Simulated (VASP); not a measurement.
## BN: relaxation of cell and atoms with PBE+D3(BJ)

Crystal: BN.

```xyz
2
Lattice="0.0000 3.4953 2.1661 1.2516 0.0000 2.1661 1.2516 3.4953 0.0000" Properties=species:S:1:pos:R:3 pbc="T T T"
B     1.2516    3.4953    0.0002
N     1.2516    3.4953    2.8881
```

Measurements of this composition are mostly on another form, of space group No. 194.

```json
{
 "Program": "VASP 6.6.1",
 "Task": "relaxation of cell and atoms",
 "Functional": "PBE",
 "Dispersion": "D3(BJ)",
 "Potentials or basis": "VASP PAW PBE potentials, release 64 (B, N)",
 "Cutoff": "600 eV",
 "k mesh": "12 × 12 × 12",
 "Occupations": "gaussian, width 0.02 eV",
 "Spin": "no spin polarisation",
 "Dipole correction": "no",
 "Further INCAR settings": "ALGO = Normal; EDIFF = 1e-06; IBRION = 2; EDIFFG = -0.005; NSW = 100; ISIF = 3"
}
```

The relaxed volume is 8.99 Å³/atom, the relaxed cell is a = 3.953 Å, b = 2.505 Å, c = 3.535 Å, α = 79.77°, β = 38.58°, γ = 61.65° and the space group after relaxing (to 0.05 Å) is Fmm2 (No. 42). The energy gained by relaxing is 2.5 meV/atom, the ionic steps are 35 and the pressure after relaxing is 0.0 GPa. The band gap on the k mesh is 3.60 eV, indirect (least direct gap 4.53 eV) and the dispersion energy per atom is -0.142 eV.

Forces on the atoms (eV/Å):
```
B    0.000  0.000  0.003
N    0.000  0.000 -0.003
```

Stress tensor (GPa, compression positive):
```
-0.01  0.00  0.00
 0.00  0.02  0.00
 0.00  0.00  0.09
```

Step by step:
```
step  energy change (eV)  largest force (eV/Å)  pressure (GPa)  volume (Å³)
   1              0.0000                0.0096            0.71        18.95
   2              0.0004                0.0288           -2.55        19.07
   3             -0.0005                0.0074           -0.71        19.00
   4             -0.0011                0.0127           -0.67        18.93
   5             -0.0025                0.0731           -0.64        18.70
   6             -0.0041                0.1956           -0.47        18.24
   7             -0.0043                0.1622           -0.40        18.21
   8             -0.0048                0.0625           -0.22        18.13
   9             -0.0047                0.1349            0.12        17.95
  10             -0.0049                0.0240           -0.11        18.05
  11             -0.0049                0.0333           -0.07        18.04
  12             -0.0049                0.0288           -0.07        18.04
  13             -0.0049                0.0175           -0.07        18.04
  14             -0.0049                0.0022           -0.05        18.04
  15             -0.0049                0.0024           -0.04        18.04
  16             -0.0049                0.0064           -0.05        18.04
  17             -0.0049                0.0002           -0.05        18.04
  18             -0.0049                0.0009           -0.04        18.04
  19             -0.0049                0.0015           -0.05        18.04
  20             -0.0049                0.0026           -0.04        18.04
  21             -0.0049                0.0046           -0.01        18.03
  22             -0.0049                0.0032           -0.03        18.03
  23             -0.0049                0.0014           -0.03        18.03
  24             -0.0050                0.0105           -0.07        18.02
  25             -0.0049                0.0284           -0.15        18.01
  26             -0.0050                0.0141           -0.09        18.02
  27             -0.0050                0.0140           -0.10        18.02
  28             -0.0050                0.0129           -0.10        18.01
  29             -0.0050                0.0110           -0.09        18.01
  30             -0.0050                0.0072           -0.09        17.99
  31             -0.0050                0.0064           -0.10        17.99
  32             -0.0050                0.0045           -0.10        17.98
  33             -0.0050                0.0020           -0.08        17.98
  34             -0.0050                0.0054            0.06        17.97
  35             -0.0050                0.0026            0.03        17.97
```

Final structure:
```xyz
2
Lattice="0.0000 3.3053 2.1683 1.2539 0.0000 2.1683 1.2539 3.3053 0.0000" Properties=species:S:1:pos:R:3 pbc="T T T"
B     1.2539    3.3053    0.0005
N     1.2539    3.3053    2.8907
```

Levels at points of the mesh, in eV from the valence-band top:
```tsv
k point	band 1	band 2	band 3	band 4	band 5	band 6	band 7	band 8
(0.00, 0.00, 0.00)	-17.93	-4.20	-1.45	-1.44	5.13	11.43	11.54	13.02
(0.50, 0.00, 0.00)	-14.70	-9.01	-4.23	-1.04	4.56	9.79	13.58	16.25
(0.50, 0.50, 0.00)	-14.77	-9.14	-4.23	-0.36	6.03	9.36	12.37	14.06
(0.50, 0.00, 0.50)	-17.62	-6.35	-1.48	-1.43	10.16	11.37	11.47	12.19
(0.00, 0.50, 0.50)	-14.60	-8.86	-4.30	-1.65	3.60	9.77	14.88	19.00
```

Wall time 9.2 min on 1 thread of Intel(R) Xeon(R) Platinum 8488C (Sapphire Rapids), with other jobs on the host, peak memory 0.21 GiB.

A k mesh can miss the band edges.
